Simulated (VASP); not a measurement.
# Settings for AlN: relaxation of the atoms

AlN, P1 (no. 1), 8 atoms in the cell. PBEsol, relaxation of the atoms; PAW potentials Al, N (PBE set). VASP 6.6.1.

Wanted: energy within 1 meV/atom; two shortest distances of each atom within 0.01 Å.

POSCAR:
```
AlN
1.0
    3.1130000000      0.0000000000      0.0000000000
   -1.5565000000      2.6959370800      0.0000000000
    0.0000000000      0.0000000000      9.9620000000
Al N
4 4
Direct
    0.6863590000      0.3440070000      0.2506220000
    0.6507410000      0.3461590000      0.7514280000
    0.3302940000      0.6711600000      0.0008590000
    0.3416890000      0.6569560000      0.5021260000
    0.6496270000      0.3187060000      0.4349710000
    0.6819490000      0.3239130000      0.9362900000
    0.3140710000      0.6496160000      0.1883800000
    0.3452710000      0.6894820000      0.6953250000
```

The series start from Force threshold EDIFFG (eV/Å): -0.02; Electronic threshold EDIFF (eV): 1e-6; Relaxation method: conjugate gradient, POTIM 0.5; Mixing and least electronic steps: default. Each series keeps the choices made before it, and each single choice may use up half of a tolerance.

## Force threshold EDIFFG (eV/Å)

| Force threshold EDIFFG (eV/Å) | Energy less reference (meV/atom) | Two shortest distances of each atom, largest deviation (Å) | Time (s) |
|---|---|---|---|
| -0.1 | 0.4 | 0.005 | 40 |
| -0.05 | 0.1 | 0.002 | 51 |
| -0.03 | 0.0 | 0.001 | 62 |
| -0.02 | 0.0 | 0.000 | 56 |
| -0.01 | 0.0 | 0.000 | 65 |
| -0.005 | 0.0 | 0.000 | 60 |
| -0.002 (reference) | 0.0 | 0.000 | 59 |

Chosen: -0.1, the loosest value from which every tighter one stays within half of the tolerance.

## Electronic threshold EDIFF (eV)

| Electronic threshold EDIFF (eV) | Energy less reference (meV/atom) | Two shortest distances of each atom, largest deviation (Å) | SCF iterations | Time (s) |
|---|---|---|---|---|
| 0.001 | -0.2 | 0.003 | 42 | 22 |
| 0.0001 | 0.0 | 0.001 | 48 | 22 |
| 1e-5 | 0.0 | 0.000 | 58 | 26 |
| 1e-6 | 0.0 | 0.000 | 69 | 40 |
| 1e-7 (reference) | 0.0 | 0.000 | 82 | 34 |

Chosen: 0.001.

## Relaxation method

| Relaxation method | Energy less reference (meV/atom) | Two shortest distances of each atom, largest deviation (Å) | SCF iterations | Time (s) |
|---|---|---|---|---|
| conjugate gradient, POTIM 0.5 | 0.0 | 0.000 | 42 | 22 |
| conjugate gradient, POTIM 0.2 | 0.0 | 0.001 | 40 | 22 |
| conjugate gradient, POTIM 1.0 | 0.2 | 0.001 | 42 | 20 |
| quasi-Newton, POTIM 0.5 | 0.4 | 0.001 | 26 | 14 |
| quasi-Newton, POTIM 0.3, 10 steps kept | 0.1 | 0.001 | 27 | 16 |
| quasi-Newton, POTIM 0.5, at least 5 electronic steps | 0.1 | 0.001 | 36 | 18 |
| damped dynamics, POTIM 0.2, SMASS 0.4 | -0.1 | 0.001 | 58 | 34 |
| damped dynamics, POTIM 0.4, SMASS 0.8 | -0.1 | 0.001 | 42 | 24 |
| velocity quench, POTIM 0.1 | 0.2 | 0.001 | 30 | 18 |

Chosen: quasi-Newton, POTIM 0.5, the fastest of those that stay within half of the tolerance.

## Mixing and least electronic steps

| Mixing and least electronic steps | Energy less reference (meV/atom) | Two shortest distances of each atom, largest deviation (Å) | SCF iterations | Time (s) |
|---|---|---|---|---|
| default | 0.0 | 0.000 | 26 | 14 |
| MAXMIX 40 | 0.0 | 0.001 | 25 | 15 |
| NELMIN 4 | 0.0 | 0.001 | 29 | 16 |
| NELMIN 4, MAXMIX 40 | -0.3 | 0.001 | 32 | 17 |
| ALGO Fast | 0.0 | 0.001 | 26 | 15 |

Chosen: default; no other choice that stays within half of the tolerance saves 30 % of the time.

## All choices together

| Input | Energy less reference (meV/atom) | Two shortest distances of each atom, largest deviation (Å) | Time (s) |
|---|---|---|---|
| program defaults (naive) | 0.1 | 0.003 | 29 |
| chosen settings | 0.6 | 0.002 | 14 |
| reference settings throughout | 0.0 | 0.000 | 83 |

The tolerance is met.

## The input

INCAR:
```
PREC = Normal ; ENCUT = 500
EDIFF = 0.001 ; ISMEAR = 0
SIGMA = 0.05 ; LREAL = F
LASPH = T ; NELM = 100
ALGO = Normal ; LWAVE = F
LCHARG = F ; GGA = PS
IBRION = 1 ; NSW = 150
ISIF = 2 ; EDIFFG = -0.1
POTIM = 0.5 ; KPAR = 4
```

KPOINTS:
```
k-points
0
Gamma
  6 6 2
```

Commands:
```
cat potpaw_PBE.64/Al/POTCAR potpaw_PBE.64/N/POTCAR > POTCAR
mpirun -np 4 vasp_std > vasp.out
```

The naive input happens to agree within the tolerance here, in 29 s.

Limits: the start was distorted on purpose (atoms moved at random), so the space group given is the start's and not the crystal's.

The chosen input took VASP 6.6.1 14 s on 4 cores (Intel Xeon 6975P-C (Granite Rapids)), a shared host.

## An input that fails: ionic step far too long

It stopped.

Changes against the starting input:
```
- NELM = 100
- IBRION = 2
- NSW = 150
- POTIM = 0.5
+ NELM = 60
+ IBRION = 3
+ NSW = 30
+ POTIM = 5.0
+ SMASS = 0.4
```
